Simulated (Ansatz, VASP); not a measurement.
## One calculation of Fe, two programs

File INCAR:

```
PREC = Accurate
ENCUT = 520
EDIFF = 1E-7
ISMEAR = -1
SIGMA = 0.08
LREAL = F
LASPH = T
NELM = 100
ALGO = Fast
ISIF = 2
LWAVE = F
LCHARG = T
GGA = PE
LELF = T
LVHAR = T
NBANDS = 15
```

Contents of KPOINTS:

```
regular mesh
0
Gamma
  17 17 10
```

The input POSCAR:

```
Fe
1.0
    2.4178204650      0.0000000000      0.0000000000
   -1.2089102325      2.0938939445      0.0000000000
    0.0000000000      0.0000000000      3.8161488980
Fe
2
Direct
    0.3333333333      0.6666666667      0.2500000000
    0.6666666667      0.3333333333      0.7500000000
```

Input for Ansatz:

```yaml
crystal:
  lattice:
    - [2.417820465, 0.0, 0.0]
    - [-1.2089102325, 2.0938939445, 0.0]
    - [0.0, 0.0, 3.816148898]
  atoms:
    - { symbol: Fe, position: [0.3333333333, 0.6666666667, 0.25] }
    - { symbol: Fe, position: [0.6666666667, 0.3333333333, 0.75] }
kpoints:
  mp_grid: { grid: [17, 17, 10] }
scf:
  occupations: { method: fermi_dirac, width: 0.08 }
hamiltonian:
  xc: pbe
  pseudopotentials: { kind: all_electron, lapw: { basis_error: 0.00025 } }
output:
  forces: true
  stress: true
  eigenvalues: true
```

Change from the starting cell: volume scaled by 0.98.

Alike in both runs: task single point; functional PBE; k mesh 17 × 17 × 10; occupations fermi-dirac, width 0.08 eV; no spin polarisation.

|  | VASP | Ansatz |
| --- | --- | --- |
| version | VASP 6.6.1 | Ansatz 0.2.0 |
| potentials or method | VASP PAW PBE potentials, release 64 (Fe) | all-electron LAPW, scalar-relativistic |
| plane-wave cutoff (eV) | 520 | see its input |

|  | VASP | Ansatz | Ansatz less VASP |
| --- | --- | --- | --- |
| pressure (GPa) | 17.3 | 17.9 | +0.68 |
| largest component of the traceless stress (GPa) | 0.97 | 1.10 | +0.133 |

Ansatz ran all-electron here, so the differences hold the error of VASP's frozen core and of both bases.

Caveats: so large a pressure means that the cell lies far from this level's equilibrium, or that cutoff or potentials fall short (VASP); the run has no spin polarisation, though such a crystal can be magnetic. Spin polarisation is off, so any magnetic state and its effect on volume and gap are missing.
